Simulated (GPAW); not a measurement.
# HgTe (Coloradoite) (F-43m) in GPAW: notebook

One crystal, HgTe (Coloradoite), is run at these levels: r4SCAN, BLYP+D3(BJ), BLYP+D4, revPBE, BP86; tasks: equation of state.

Program: GPAW 26.7.0. These are calculated values, not measurements. Logs are shortened: lines on timing, memory, paths and dates and some standing lists are left out, and cuts for length are marked. The log counts tension as positive stress, the text compression.

## 1. The structure

Symmetry: F-43m, No. 216, cubic system. The conventional cell has a = 6.429 Å, b = 6.429 Å, c = 6.429 Å, α = 90.00°, β = 90.00°, γ = 90.00°. Around Hg (site symmetry -43m) lie 4 Te at 2.78 Å. Around Te (site symmetry -43m) lie 4 Hg at 2.78 Å.

## 2. Equation of state, r4SCAN

run.py

```python
from ase.eos import EquationOfState
from ase.io import Trajectory, read
from ase.units import GPa
from gpaw import GPAW, PW

atoms = read('HgTe.cif')

traj = Trajectory('eos.traj', 'w')
volumes, energies = [], []
for x in [0.94, 0.96, 0.98, 1.0, 1.02, 1.04, 1.06]:
    a = atoms.copy()
    a.set_cell(atoms.cell * x**(1 / 3), scale_atoms=True)
    calc = GPAW(mode=PW(600),
                xc='MGGA_X_R4SCAN+MGGA_C_R2SCAN',
                kpts={'size': (6, 6, 6), 'gamma': True},
                occupations={'name': 'fermi-dirac', 'width': 0.05},
                nbands=18,
                convergence={'density': 1e-05, 'energy': 1e-05},
                maxiter=150,
                txt=f'eos-{x:.2f}.txt')
    a.calc = calc
    energies.append(a.get_potential_energy(force_consistent=True))
    volumes.append(a.get_volume())
    p = -a.get_stress()[:3].mean() / GPa
    calc.write(f'eos-{x:.2f}.gpw')
    traj.write(a)
    print(f'{x:.2f} {volumes[-1]:10.4f} A^3 {energies[-1]:14.6f} eV {p:9.3f} GPa', flush=True)

v0, e0, B = EquationOfState(volumes, energies, eos='birchmurnaghan').fit()
print(f'V0 = {v0:.4f} A^3, E0 = {e0:.6f} eV, B0 = {B / GPa:.2f} GPa')
```

HgTe.cif

```cif
data_HgTe
_cell_length_a 4.54598950
_cell_length_b 4.54598950
_cell_length_c 4.54598950
_cell_angle_alpha 60.00000000
_cell_angle_beta 60.00000000
_cell_angle_gamma 60.00000000
_space_group_name_H-M_alt 'P1'
_space_group_name_Hall 'P 1'
_space_group_IT_number 1
loop_
_space_group_symop_operation_xyz
'x,y,z'
loop_
_atom_site_label
_atom_site_type_symbol
_atom_site_symmetry_multiplicity
_atom_site_Wyckoff_symbol
_atom_site_fract_x
_atom_site_fract_y
_atom_site_fract_z
_atom_site_occupancy
Hg1 Hg 1 a 0.0000000000 0.0000000000 0.0000000000 1
Te1 Te 1 a 0.7500000000 0.7500000000 0.7500000000 1
```

Potentials or basis: GPAW PAW data sets (gpaw-data 1.2.1), pw.

Started as:

```console
$ OMP_NUM_THREADS=1 python run.py
```

Log:

```text
__  _  _
 | _ |_)|_||  |
 |__||  | ||/\| - 26.7.0

Input parameters:
  mode=PW(ecut=600.0),
  convergence={'density': 1e-05, 'energy': 1e-05},
  kpts=MonkhorstPack(size=(6, 6, 6), gamma=True),
  maxiter=150,
  nbands=18,
  occupations=Occupations(name='fermi-dirac', width=0.05),
  xc=XC(name='MGGA_X_R4SCAN+MGGA_C_R2SCAN')

Diagonalizing LCAO Hamiltonian
Converting LCAO to pw mode

                          Te

       Hg

Atoms  # Å, Bohr magnetons
|   | symbol |        x |        y |        z |    initial magnetic moments |
|---|--------|----------|----------|----------|-----------------------------|
| 0 |     Hg | 0.000000 | 0.000000 | 0.000000 | ( 0.0000,  0.0000,  0.0000) |
| 1 |     Te | 6.726825 | 3.883734 | 2.746215 | ( 0.0000,  0.0000,  0.0000) |

Unit cell  # Å
| periodic |        x |        y |        z |  lengths |    angles |
|----------|----------|----------|----------|----------|-----------|
|      yes | 4.484550 | 0.000000 | 0.000000 | 4.484550 | 60.000000 |
|      yes | 2.242275 | 3.883734 | 0.000000 | 4.484550 | 60.000000 |
|      yes | 2.242275 | 1.294578 | 3.661619 | 4.484550 | 60.000000 |

Number of symmetries: 24
Symmetry operations  # r_c * U_cc + t_c -> r_c
|    | kind |            matrix            |
|----|------|------------------------------|
|  0 |  E   |  1, 0, 0,  0, 1, 0,  0, 0, 1 |
|  1 |  σ   |  1, 0, 0,  0, 0, 1,  0, 1, 0 |
|  2 |  σ   |  1, 0,-1,  0, 1,-1,  0, 0,-1 |
|  3 |  C3  |  1, 0,-1,  0, 0,-1,  0, 1,-1 |
|  4 |  C3  |  1,-1, 0,  0,-1, 1,  0,-1, 0 |
|  5 |  σ   |  1,-1, 0,  0,-1, 0,  0,-1, 1 |
|  6 |  σ   |  0, 1, 0,  1, 0, 0,  0, 0, 1 |
|  7 |  C3  |  0, 1, 0,  0, 0, 1,  1, 0, 0 |
|  8 |  C2  |  0, 1,-1,  1, 0,-1,  0, 0,-1 |
|  9 |  S4  |  0, 1,-1,  0, 0,-1,  1, 0,-1 |
| 10 |  C3  |  0, 0, 1,  1, 0, 0,  0, 1, 0 |
| 11 |  σ   |  0, 0, 1,  0, 1, 0,  1, 0, 0 |
| 12 |  S4  |  0, 0,-1,  1, 0,-1,  0, 1,-1 |
| 13 |  C3  |  0, 0,-1,  0, 1,-1,  1, 0,-1 |
| 14 |  S4  |  0,-1, 1,  1,-1, 0,  0,-1, 0 |
| 15 |  C2  |  0,-1, 1,  0,-1, 0,  1,-1, 0 |
| 16 |  C3  |  0,-1, 0,  1,-1, 0,  0,-1, 1 |
| 17 |  S4  |  0,-1, 0,  0,-1, 1,  1,-1, 0 |
| 18 |  S4  | -1, 1, 0, -1, 0, 1, -1, 0, 0 |
| 19 |  C3  | -1, 1, 0, -1, 0, 0, -1, 0, 1 |
| 20 |  C3  | -1, 0, 1, -1, 1, 0, -1, 0, 0 |
| 21 |  S4  | -1, 0, 1, -1, 0, 0, -1, 1, 0 |
| 22 |  σ   | -1, 0, 0, -1, 1, 0, -1, 0, 1 |
| 23 |  C2  | -1, 0, 0, -1, 0, 1, -1, 1, 0 |

BZ-sampling:
  Number of BZ points: 216
  Number of IBZ points: 16

  Monkhorst-Pack size: [6, 6, 6]
  Monkhorst-Pack shift: [0.08333333333333333, 0.08333333333333333, 0.08333333333333333]

K-points  # in reciprocal-cell coordinates
|     |                                coordinates |     weight |
|-----|--------------------------------------------|------------|
|   0 | (  0.00000000,   0.00000000,   0.00000000) | 0.00462963 |
|   1 | (  0.16666667,   0.16666667,   0.00000000) | 0.02777778 |
|   2 | (  0.16666667,   0.16666667,   0.16666667) | 0.03703704 |
|   3 | (  0.33333333,   0.16666667,   0.16666667) | 0.05555556 |
|   4 | (  0.33333333,   0.33333333,  -0.33333333) | 0.05555556 |
|   5 | (  0.33333333,   0.33333333,   0.00000000) | 0.02777778 |
|   6 | (  0.33333333,   0.33333333,   0.16666667) | 0.11111111 |
|   7 | (  0.33333333,   0.33333333,   0.33333333) | 0.03703704 |
|   8 | (  0.50000000,   0.33333333,  -0.33333333) | 0.11111111 |
|   9 | (  0.50000000,   0.33333333,  -0.16666667) | 0.05555556 |
| ... |                                            |            |
|  15 | (  0.50000000,   0.50000000,   0.50000000) | 0.01851852 |

Plane wave coefficients: 2158
Cutoff: 600.0 eV

Spin-components: 1 (collinear spins)
Bands:           18
Projectors:      11
Spin-degeneracy: 2
Datatype:        complex128

Parallelization:
  kpt:    1
  domain: 1
  band:   1

Density:
  Valence electrons: 24.0
  Components: 1
  Grid points: [27 27 27]
  Charge: 0.0  # |e|

Potential:
  Grid points: [27 27 27]

species:
  Hg:
    name:    Mercury
    Z:       80.0
    valence: 18
    core:    62
    charge:  0.0  # [|e|]
    compensation charges:
      type: gauss
      rc: 0.41  # [Å]
      lmax: 2
    cutoffs:
      filter: 2.17  # [Å]
      core: 2.06  # [Å]
    projectors
    | kind |    occ | energy [eV] | rcut [Å] |
    |------|--------|-------------|----------|
    |   6s |  2.000 |      -6.783 |    1.307 |
    |   5p |  6.000 |     -66.572 |    1.291 |
    |   6p |  0.000 |      -1.056 |    1.291 |
    |   5d | 10.000 |      -9.891 |    1.302 |
    |    s |        |      20.429 |    1.307 |
    |    d |        |      17.320 |    1.302 |

    Using partial waves for Hg as LCAO basis

  Te:
    name:    Tellurium
    Z:       52.0
    valence: 6
    core:    46
    charge:  0.0  # [|e|]
    compensation charges:
      type: gauss
      rc: 0.36  # [Å]
      lmax: 2
    cutoffs:
      filter: 2.09  # [Å]
      core: 3.17  # [Å]
    projectors
    | kind |    occ | energy [eV] | rcut [Å] |
    |------|--------|-------------|----------|
    |   5s |  2.000 |     -15.089 |    1.180 |
    |   5p |  4.000 |      -5.955 |    1.196 |
    |    s |        |      12.123 |    1.180 |
    |    p |        |      21.256 |    1.196 |
    |    d |        |       0.000 |    1.238 |

    Using partial waves for Te as LCAO basis

Reference energy: -717946.462161  # eV

eigensolver:
  PPCG
  Converge bands: occupied
  niter=2

density mixing:
  MSR1-Mixer
  Pratt-step length: 0.05
  Maximum mixing coefficient: 0.75
  Old densities: 10
  SVD Regularization: 0.005
  Good broyden scale: 1.0
  Trust region scale: 1.0
  Backstep threshold: 4.0
  History deletion threshold: 6.0
  Fourier metric: weight=20.0, sigma=0.015

occupation numbers:
  Fermi-Dirac:
    width: 0.0500  # eV

poisson solver:
  ecut: 4800.0  # eV

xc functional:
  name: MGGA_X_R4SCAN+MGGA_C_R2SCAN with 2 nearest neighbor stencil

convergence criteria:
- Maximum integral of absolute [dens]ity change: 1e-05 electrons / valence electron
- Maximum [total energy] change in last 3 cyles: 1e-05 eV / valence electron
- Maximum integral of absolute [eigenst]ate change: 4e-08 eV^2 / valence electron
maximum number of iterations: 150

SCF iterations
|iter     | |      energy | eigst |  dens |
|---------|-|-------------|-------|-------|
|iter:   1| |  -67.953374 | +0.05 |       |
|iter:   2| |  -63.314250 | -0.97 | -1.42 |
|iter:   3| |  -63.216768 | -1.89 | -1.53 |
|iter:   4| |  -63.220401 | -1.96 | -1.72 |
|iter:   5| |  -63.262812 | -2.35 | -1.98 |
|iter:   6| |  -63.300350 | -2.21 | -2.14 |
|iter:   7| |  -63.303299 | -2.94 | -2.53 |
|iter:   8| |  -63.303366 | -4.54 | -3.34 |
|iter:   9| |  -63.303378c| -4.58 | -3.62 |
|iter:  10| |  -63.303389c| -5.42 | -3.48 |
|iter:  11| |  -63.303390c| -6.19 | -4.11 |
|iter:  12| |  -63.303390c| -6.83 | -4.53 |
|iter:  13| |  -63.303390c| -7.42c| -4.91 |
|iter:  14| |  -63.303390c| -8.24c| -5.28c|

Converged in 14 steps
Energy contributions relative to reference atoms: (reference = -717946.462161)

Energy contributions:
  Kinetic:          41.198598
  Coulomb:         -34.634864
  Zero:             -2.214893
  External:          0.000000
  Xc:              -67.651775
  Entropy:          -0.000913
  Spinorbit:         0.000000
  ----------------------------
  Free energy:     -63.303847
  Extrapolated:    -63.303390

dipole moment: (-24.303755, -14.031779, -9.921966)  # |e|*Ang

Fermi level: 5.062
Eigenvalues  # (at kpt = [0.000, 0.000, 0.000])
| band index |      eig [eV] | occ [0-2] |
|------------|---------------|-----------|
|          0 |       -60.423 |     2.000 |
|        ... |               |           |
|          5 |        -3.163 |     2.000 |
|          6 |        -3.163 |     2.000 |
|          7 |        -2.495 |     2.000 |
|          8 |        -2.495 |     2.000 |
|          9 |         4.406 |     2.000 |
|         10 |         5.026 |     1.341 |
|         11 |         5.026 |     1.338 |
|         12 |         5.027 |     1.337 |
|         13 |         9.281 |     0.000 |
|         14 |         9.281 |     0.000 |
|         15 |         9.281 |     0.000 |
|         16 |        11.682 |     0.000 |
|         17 |        15.180 |     0.000 |

No gap
No difference between direct/indirect transitions

Stress tensor  # eV/Ang^3
|         x |         y |         z |
|-----------|-----------|-----------|
| -0.025739 |  0.000000 |  0.000000 |
|  0.000000 | -0.025739 |  0.000000 |
|  0.000000 |  0.000000 | -0.025739 |

# Writing to eos-0.96.gpw (mode='')
```

stdout:

```text
0.94    62.4451 A^3     -63.263905 eV     5.453 GPa
0.96    63.7737 A^3     -63.303847 eV     4.124 GPa
0.98    65.1023 A^3     -63.333224 eV     2.948 GPa
1.00    66.4309 A^3     -63.353547 eV     1.910 GPa
1.02    67.7595 A^3     -63.365675 eV     0.990 GPa
1.04    69.0882 A^3     -63.370635 eV     0.171 GPa
1.06    70.4168 A^3     -63.368923 eV    -0.561 GPa
V0 = 69.4013 A^3, E0 = -63.370737 eV, B0 = 39.58 GPa
```

eos-0.94.txt:

```text
SCF iterations
|iter     | |      energy | eigst |  dens |
|---------|-|-------------|-------|-------|
|iter:   1| |  -67.888975 | +0.07 |       |
|iter:   2| |  -63.292302 | -0.96 | -1.42 |
|iter:   3| |  -63.180252 | -1.83 | -1.52 |
|iter:   4| |  -63.179481 | -1.98 | -1.72 |
|iter:   5| |  -63.220390 | -2.37 | -1.99 |
[... 41 lines left out ...]
|         13 |         9.506 |     0.000 |
|         14 |         9.506 |     0.000 |
|         15 |         9.506 |     0.000 |
|         16 |        11.949 |     0.000 |
|         17 |        15.465 |     0.000 |

No gap
No difference between direct/indirect transitions

Stress tensor  # eV/Ang^3
|         x |         y |         z |
|-----------|-----------|-----------|
| -0.034032 |  0.000000 |  0.000000 |
|  0.000000 | -0.034032 |  0.000000 |
|  0.000000 | -0.000000 | -0.034032 |

# Writing to eos-0.94.gpw (mode='')
```

Wall time 8.4 min (1 thread of Arm Neoverse V1, shared host); peak memory 1 GiB.

What came out:

- Equilibrium volume: 34.70 Å³/atom (rough: see the caveat)
- Bulk modulus: 40 GPa (rough)

Energy against volume, from the lowest point:
| volume (Å³/atom) | energy (meV/atom) |
| --- | --- |
| 31.223 | 53.36 |
| 31.887 | 33.39 |
| 32.551 | 18.71 |
| 33.215 | 8.54 |
| 33.880 | 2.48 |
| 34.544 | 0.00 |
| 35.208 | 0.86 |

Caveat: the points scatter about the fit; the PAW data sets were made with another functional, which shifts forces and pressure a little. The run has no spin-orbit coupling, so splittings on Hg, Te are missing.

(Part 1 of 3 ends here.)
